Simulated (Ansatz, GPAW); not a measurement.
# Geometry or basis: what sets the conductance of azulenedithiol between two Al chains, part 2 of 3

Wanted: T(E) of azulenedithiol between two Al chains at a relaxed geometry in two programs, beside the unrelaxed structure.

GPAW 26.7.0 and Ansatz 0.2.0; Ansatz plane waves; relaxation of the junction with the lead ends held; PAW set soft_1 (the session's first sound run).

So far, transmission at the Fermi level (one spin): step 3 (plane waves, PBE) 0.0143. Also open channels of the lead at the Fermi level (one spin): step 3 2.

## 4. Double-zeta polarised basis

Localised orbitals split the wire into layers that couple to their neighbours alone, which is what the Green's function method needs; double zeta with polarisation is the usual level for numbers.

This step: GPAW LCAO, PAW setups; Landauer transmission from Green's functions with principal layers (ASE), zero bias (GPAW 26.7.0).

File run.py:

```python
import json
import numpy as np
from ase import Atoms
from ase.transport.calculators import TransportCalculator
from gpaw import GPAW, FermiDirac
from gpaw.lcao.tools import get_lcao_hamiltonian
from scipy.linalg import eigh

# The junction with lead layers at both ends, along the third cell vector
device = Atoms(
    ['Al', 'Al', 'Al', 'Al', 'Al', 'Al', 'Al', 'S', 'C', 'H', 'H', 'C', 'C', 'C', 'C', 'H', 'H', 'C', 'C', 'C', 'C', 'C', 'H', 'H', 'S', 'Al', 'Al', 'Al', 'Al', 'Al', 'Al', 'Al'],
    positions=[
        [7.89649, 4.50000, 1.20000],
        [7.89649, 4.50000, 3.60000],
        [7.89649, 4.50000, 6.00000],
        [7.89649, 4.50000, 8.40000],
        [7.89649, 4.50000, 10.80000],
        [6.13434, 4.57495, 12.65496],
        [6.48547, 4.54846, 15.26013],
        [4.52162, 4.56549, 16.33016],
        [4.74861, 4.54359, 18.07390],
        [2.59189, 4.49894, 18.63122],
        [6.95497, 4.57801, 18.45269],
        [3.63331, 4.51332, 18.94162],
        [5.93887, 4.55429, 18.84167],
        [4.10127, 4.50661, 20.26335],
        [5.58630, 4.53448, 20.20120],
        [7.52883, 4.56188, 21.02874],
        [2.22711, 4.46488, 21.22631],
        [3.30553, 4.48212, 21.41050],
        [6.46612, 4.54286, 21.29030],
        [6.19903, 4.53390, 22.65839],
        [3.67416, 4.48166, 22.75359],
        [4.96048, 4.50678, 23.33006],
        [2.84895, 4.46104, 23.46772],
        [7.08559, 4.55276, 23.30093],
        [4.88952, 4.51803, 25.11656],
        [6.91999, 4.38142, 26.07405],
        [6.39579, 4.45949, 28.65265],
        [7.89649, 4.50000, 30.73560],
        [7.89649, 4.50000, 33.13560],
        [7.89649, 4.50000, 35.53560],
        [7.89649, 4.50000, 37.93560],
        [7.89649, 4.50000, 40.33560]],
    cell=[[15.79298, 0.0, 0.0], [0.0, 9.0, 0.0], [0.0, 0.0, 41.5356]],
    pbc=True)

# One principal layer of the lead: the first 4 atoms of the device
lead = Atoms(
    ['Al', 'Al', 'Al', 'Al'],
    positions=[
        [7.89649, 4.50000, 1.20000],
        [7.89649, 4.50000, 3.60000],
        [7.89649, 4.50000, 6.00000],
        [7.89649, 4.50000, 8.40000]],
    cell=[[15.79298, 0.0, 0.0], [0.0, 9.0, 0.0], [0.0, 0.0, 9.6]],
    pbc=True)

settings = dict(mode='lcao', basis='dzp', xc='PBE', h=0.2,
                occupations=FermiDirac(0.1), maxiter=250,
                mixer=dict(beta=0.1, nmaxold=8, weight=100.0),
                convergence=dict(density=0.0001))
energies = np.arange(-2, 2 + 1e-9, 0.025)
eta = 0.0001
n1, n2 = 1, 1
# k and -k transmit alike, so half of the mesh across the current serves
mesh = [(i, j) for i in range(n1) for j in range(n2) if (i, j) <= (-i % n1, -j % n2)]
weights = np.array([1 if (i, j) == (-i % n1, -j % n2) else 2 for i, j in mesh]) / (n1 * n2)

# [... helper functions left out ...]
fermi_lead = ground_state(lead, (1, 1, 12), 'lead.txt')
fermi_device = ground_state(device, (1, 1, 2), 'device.txt')
# [... loop over the mesh left out, but for ...]
        # Shift the lead onto the potential of the device's first layer
        shift = ((H[:, 0, 0] - H0[:, 0, 0]) / S0[0, 0]).real.mean()
# [...]
kT = 8.617333e-5 * 300
bias = [0.1, 0.2, 0.5, 1.0, 1.5, 2.0]
# [... integrals and printing left out ...]
```

The run is started by

```bash
> OMP_NUM_THREADS=1 OPENBLAS_NUM_THREADS=1 python run.py
```

The job ended after 3.8 min (1 thread of Arm Neoverse V2, shared host; peak memory 2 GiB).

This step gave:

* conductance: 0.01691 G₀
* thermopower: -20.26 μV/K
* largest coupling past the next principal layer: 1.42e-15 eV
* largest misfit of the first principal layer: 0.07489 eV
* shift that aligns the lead: 0.02009 eV
* basis functions of the junction: 368
* basis functions of a principal layer: 52
* transmission at the Fermi level (one spin): 0.01715

One spin. The transmission, zone mean by energy, zero at the Fermi level:

```csv
energy (eV),"transmission, zone mean"
-2.000,0.00235
-1.900,0.00301
-1.800,0.00426
-1.700,0.00652
-1.600,0.00949
-1.500,0.00837
-1.400,0.00235
-1.300,1.2e-4
-1.200,2.9e-12
-1.100,0
-1.000,1.4e-11
-0.900,0
-0.800,0
-0.700,0
-0.600,4.2e-10
-0.500,0
-0.400,2.3e-11
-0.300,0.00146
-0.200,0.00499
-0.100,0.0114
0.000,0.0171
0.100,0.0209
0.200,0.0253
0.300,0.0325
0.400,0.0439
0.500,0.0603
0.600,0.0813
0.700,0.106
0.800,0.136
0.900,0.172
1.000,0.222
1.100,0.296
1.200,0.418
1.300,0.621
1.400,0.867
1.450,0.920
1.500,0.872
1.600,0.605
1.700,0.394
1.800,0.295
1.900,0.282
2.000,0.408
```

Crossings of the lead's bands, unfolded to its shortest repeat. Table of open channels, zone mean by energy, zero at the Fermi level:

| energy (eV) | open channels, zone mean |
| --- | --- |
| -2.000 | 1 |
| -1.900 | 1 |
| -1.800 | 1 |
| -1.700 | 1 |
| -1.600 | 1 |
| -1.500 | 1 |
| -1.400 | 1 |
| -1.300 | 1 |
| -1.200 | 0 |
| -1.100 | 0 |
| -1.000 | 0 |
| -0.900 | 0 |
| -0.800 | 0 |
| -0.700 | 0 |
| -0.600 | 0 |
| -0.500 | 0 |
| -0.400 | 0 |
| -0.300 | 2 |
| -0.200 | 2 |
| -0.100 | 2 |
| 0.000 | 2 |
| 0.100 | 2 |
| 0.200 | 2 |
| 0.300 | 2 |
| 0.400 | 2 |
| 0.500 | 2 |
| 0.600 | 2 |
| 0.700 | 2 |
| 0.800 | 2 |
| 0.900 | 2 |
| 1.000 | 3 |
| 1.100 | 3 |
| 1.200 | 3 |
| 1.300 | 3 |
| 1.400 | 3 |
| 1.500 | 3 |
| 1.600 | 3 |
| 1.700 | 3 |
| 1.800 | 3 |
| 1.900 | 3 |
| 2.000 | 3 |

Not self-consistent under bias; the bias window is split evenly. Table of current through one cell, from the zero-bias transmission by bias:

```
bias (V)  current through one cell, from the zero-bias transmission (μA)
   0.100                                                           0.130
   0.200                                                           0.258
   0.500                                                           0.622
   1.000                                                            1.46
   1.500                                                            3.18
   2.000                                                            6.40
```

Transmission of the three most open eigenchannels against energy, zero at the Fermi level:

```csv
energy (eV),channel 1,channel 2,channel 3
-2.000,0.00235,0,0
-1.900,0.00301,0,0
-1.800,0.00426,0,0
-1.700,0.00652,0,0
-1.600,0.00949,0,0
-1.500,0.00837,0,0
-1.400,0.00235,0,0
-1.300,1.2e-4,0,0
-1.200,2.9e-12,0,0
-1.100,0,0,0
-1.000,1.4e-11,0,0
-0.900,0,0,0
-0.800,0,0,0
-0.700,0,0,0
-0.600,4.2e-10,0,0
-0.500,0,0,0
-0.400,2.3e-11,0,0
-0.300,0.00145,5.1e-6,0
-0.200,0.00498,1.5e-5,0
-0.100,0.0114,3.8e-5,0
0.000,0.0171,7.6e-5,0
0.100,0.0208,1.1e-4,0
0.200,0.0251,1.2e-4,0
0.300,0.0324,1.2e-4,0
0.400,0.0438,1.1e-4,0
0.500,0.0602,1.0e-4,0
0.600,0.0812,9.2e-5,0
0.700,0.106,8.2e-5,0
0.800,0.136,7.4e-5,0
0.900,0.172,6.6e-5,0
1.000,0.222,6.6e-5,8.3e-8
1.100,0.296,6.7e-5,1.8e-7
1.200,0.418,7.1e-5,2.0e-7
1.300,0.621,7.8e-5,1.2e-7
1.400,0.867,9.0e-5,1.8e-8
1.500,0.872,1.1e-4,2.5e-8
1.600,0.605,1.2e-4,2.0e-7
1.700,0.394,1.3e-4,4.7e-7
1.800,0.295,1.3e-4,7.5e-7
1.900,0.282,1.2e-4,1.0e-6
2.000,0.408,1.1e-4,1.2e-6
```

At the Fermi level T is 0.0171 against 0.0143 in plane waves. Couplings past the next layer reach 1.4e-15 eV, small enough to drop; the matrix elements of the cell's first layer differ from the bulk lead's by up to 0.075 eV. That layer keeps its own values in the calculation, and only beyond it is the lead taken as perfect. The Fermi levels of lead and junction count from different zeros of potential, one for each periodic cell; with both set to zero, the small remaining shift is what aligns them. By hand: G = 0.01691 × 77.48 μS = 1.31 μS, a resistance of 763 kΩ; at 0.1 V a linear junction would pass 0.131 μA, and the integral over the bias window gives 0.130 μA. Mott's formula, S = -(π²/3)(k_B²T/e) d ln T/dE, has the prefactor 7.33 μV/K·eV at 300 K; T = 0.01597 at -0.025 eV and 0.01819 at 0.025 eV give a slope of 2.60 per eV and S = -19.1 μV/K, beside -20.3 μV/K from the thermal integral, which interpolates the same grid.

## 5. GPAW, szp: basis = "szp(dzp)"

The second zeta is dropped, the polarisation orbitals stay.

Changes to run.py since step 4:

```diff
@@ -58,3 +58,3 @@
 
-settings = dict(mode='lcao', basis='dzp', xc='PBE', h=0.2,
+settings = dict(mode='lcao', basis='szp(dzp)', xc='PBE', h=0.2,
                 occupations=FermiDirac(0.1), maxiter=250,
```

Wall time 3.5 min (1 thread); peak memory 2 GiB.

Numbers from this step:

```
conductance                                    : 0.02616 G₀
thermopower                                    : -32.46 μV/K
largest coupling past the next principal layer : 1.57e-15 eV
largest misfit of the first principal layer    : 0.08231 eV
shift that aligns the lead                     : 0.02662 eV
basis functions of the junction                : 258
basis functions of a principal layer           : 36
transmission at the Fermi level (one spin)     : 0.02623
```

The conductance, 0.0262 G₀, lies 55 % above that of the dzp run.

## 6. Minimal basis

One function for each valence shell of the setup, as for a first survey of a large system.

Changes to run.py since step 5:

```diff
@@ -58,3 +58,3 @@
 
-settings = dict(mode='lcao', basis='szp(dzp)', xc='PBE', h=0.2,
+settings = dict(mode='lcao', basis='sz(dzp)', xc='PBE', h=0.2,
                 occupations=FermiDirac(0.1), maxiter=250,
```

Run time: 2.8 min. Hardware: 1 thread; peak memory 1.9 GiB.

Numbers from this step:

- conductance: 0.03499 G₀
- thermopower: -32.79 μV/K
- largest coupling past the next principal layer: 1.13e-15 eV
- largest misfit of the first principal layer: 0.09617 eV
- shift that aligns the lead: 0.03498 eV
- basis functions of the junction: 110
- basis functions of a principal layer: 16
- transmission at the Fermi level (one spin): 0.03495

The conductance, 0.0350 G₀, lies 107 % above that of the dzp run.

## 7. LDA in the dzp basis: xc = "LDA"

Back in the dzp basis, the functional changes from PBE to LDA, to set the spread between functionals beside that between bases.

Changes to run.py since step 6:

```diff
@@ -58,3 +58,3 @@
 
-settings = dict(mode='lcao', basis='sz(dzp)', xc='PBE', h=0.2,
+settings = dict(mode='lcao', basis='dzp', xc='LDA', h=0.2,
                 occupations=FermiDirac(0.1), maxiter=250,
```

Elapsed: 3.5 min, on 1 thread; peak memory 2 GiB.

This step gave:

```
conductance                                 : 0.01965 G₀
thermopower                                 : -20.95 μV/K
largest misfit of the first principal layer : 0.07570 eV
shift that aligns the lead                  : 0.02255 eV
basis functions of the junction             : 368
basis functions of a principal layer        : 52
transmission at the Fermi level (one spin)  : 0.01995
```

One spin. The transmission, zone mean by energy, zero at the Fermi level:

```
energy (eV)  transmission, zone mean
     -2.000                  0.00225
     -1.900                  0.00288
     -1.800                  0.00408
     -1.700                  0.00632
     -1.600                  0.00956
     -1.500                  0.00925
     -1.400                  0.00291
     -1.300                   1.9e-4
     -1.200                  4.6e-12
     -1.100                        0
     -1.000                        0
     -0.900                        0
     -0.800                        0
     -0.700                        0
     -0.600                  7.7e-10
     -0.500                        0
     -0.400                  2.0e-11
     -0.300                  0.00159
     -0.200                  0.00551
     -0.100                   0.0130
      0.000                   0.0199
      0.100                   0.0244
      0.200                   0.0295
      0.300                   0.0379
      0.400                   0.0512
      0.500                   0.0702
      0.600                   0.0949
      0.700                    0.125
      0.800                    0.162
      0.900                    0.210
      1.000                    0.278
      1.100                    0.384
      1.200                    0.554
      1.300                    0.791
      1.400                    0.919
      1.500                    0.730
      1.600                    0.479
      1.700                    0.335
      1.800                    0.285
      1.900                    0.337
      2.000                    0.719
```

The conductance, 0.0196 G₀, lies 16 % above that of the dzp run.

## 8. The structure as built: geometry = "as built"

The dzp basis with PBE on the structure as first built shows what the relaxation was worth.

Changes to run.py since step 7:

```diff
@@ -17,24 +17,24 @@
         [7.89649, 4.50000, 10.80000],
-        [6.13434, 4.57495, 12.65496],
-        [6.48547, 4.54846, 15.26013],
-        [4.52162, 4.56549, 16.33016],
-        [4.74861, 4.54359, 18.07390],
-        [2.59189, 4.49894, 18.63122],
-        [6.95497, 4.57801, 18.45269],
-        [3.63331, 4.51332, 18.94162],
-        [5.93887, 4.55429, 18.84167],
-        [4.10127, 4.50661, 20.26335],
-        [5.58630, 4.53448, 20.20120],
-        [7.52883, 4.56188, 21.02874],
-        [2.22711, 4.46488, 21.22631],
-        [3.30553, 4.48212, 21.41050],
-        [6.46612, 4.54286, 21.29030],
-        [6.19903, 4.53390, 22.65839],
-        [3.67416, 4.48166, 22.75359],
-        [4.96048, 4.50678, 23.33006],
-        [2.84895, 4.46104, 23.46772],
-        [7.08559, 4.55276, 23.30093],
-        [4.88952, 4.51803, 25.11656],
-        [6.91999, 4.38142, 26.07405],
-        [6.39579, 4.45949, 28.65265],
+        [7.89649, 4.50000, 13.20000],
+        [7.89649, 4.50000, 15.60000],
+        [5.84426, 4.50011, 16.39269],
+        [5.80255, 4.50016, 18.09753],
+        [3.67308, 4.50020, 18.52100],
+        [7.98983, 4.50016, 18.58441],
+        [4.69752, 4.50020, 18.85576],
+        [6.97531, 4.50018, 18.95207],
+        [5.14421, 4.50024, 20.23733],
+        [6.60058, 4.50022, 20.24811],
+        [8.57109, 4.50027, 21.09688],
+        [3.25000, 4.50027, 21.11367],
+        [4.32457, 4.50027, 21.29407],
+        [7.51348, 4.50027, 21.35612],
+        [7.19608, 4.50031, 22.65954],
+        [4.68060, 4.50030, 22.69776],
+        [5.88711, 4.50031, 23.29724],
+        [3.79338, 4.50032, 23.33439],
+        [8.04851, 4.50035, 23.33765],
+        [5.87887, 4.50035, 25.05857],
+        [7.89649, 4.50000, 25.93560],
+        [7.89649, 4.50000, 28.33560],
         [7.89649, 4.50000, 30.73560],
@@ -58,3 +58,3 @@
 
-settings = dict(mode='lcao', basis='dzp', xc='LDA', h=0.2,
+settings = dict(mode='lcao', basis='dzp', xc='PBE', h=0.2,
                 occupations=FermiDirac(0.1), maxiter=250,
```

Elapsed: 2.8 min, on 1 thread; peak memory 2 GiB.

Numbers from this step:

```
conductance                                    : 0.05680 G₀
thermopower                                    : 4.637 μV/K
largest coupling past the next principal layer : 1.42e-15 eV
largest misfit of the first principal layer    : 0.02545 eV
shift that aligns the lead                     : 0.004845 eV
transmission at the Fermi level (one spin)     : 0.05719
```

The conductance, 0.0568 G₀, lies 236 % above that of the dzp run.

## 9. The ladder

Times are wall times on the hardware named with each run. Results by setting:

```csv
no.,run,conductance (G₀),time,memory (GiB)
1,pw PBE,0.01422,2.7 h,6.6
2,dzp,0.01691,3.8 min,2.0
3,szp,0.02616,3.5 min,2
4,sz,0.03499,2.8 min,1.9
5,dzp LDA,0.01965,3.5 min,2.0
6,asbuilt,0.05680,2.8 min,2.0
```

## 10. The levels side by side

The curves are compared point by point over the common energies.

This step: comparison of transmission and cost over codes, levels and geometry; PAW set soft_1 (GPAW 26.7.0).

Ladder, by row:

| step | code | T at the Fermi level (sum over the listed spins) | conductance (G0) | r.m.s. T(E) from the first | wall time (s) | peak memory (GiB) | threads |
| --- | --- | --- | --- | --- | --- | --- | --- |
| pw-pbe | Ansatz | 0.01432 | 0.01422 | 0 | 9883 | 6.559 | 4 |
| dzp | GPAW | 0.01715 | 0.01691 | 0.09332 | 230.1 | 2.04 | 1 |
| szp | GPAW | 0.02623 | 0.02616 | 0.3017 | 212 | 2 | 1 |
| sz | GPAW | 0.03495 | 0.03499 | 0.3118 | 170.6 | 1.86 | 1 |
| dzp-LDA | GPAW | 0.01995 | 0.01965 | 0.03791 | 207.8 | 2.04 | 1 |
| asbuilt | GPAW | 0.05719 | 0.0568 | 0.1663 | 169.9 | 2.04 | 1 |

(Continued in part 3 of 3.)

[Logs are printed without paths, hosts, clocks, repeated set-up lines and the standing remarks that a program may print on its own settings, such as how far it seeks lower states.]

[Hosts, paths, dates, database ids (printed as entryN), source tags and the programs' standing remarks are cut or masked in the printed files.]
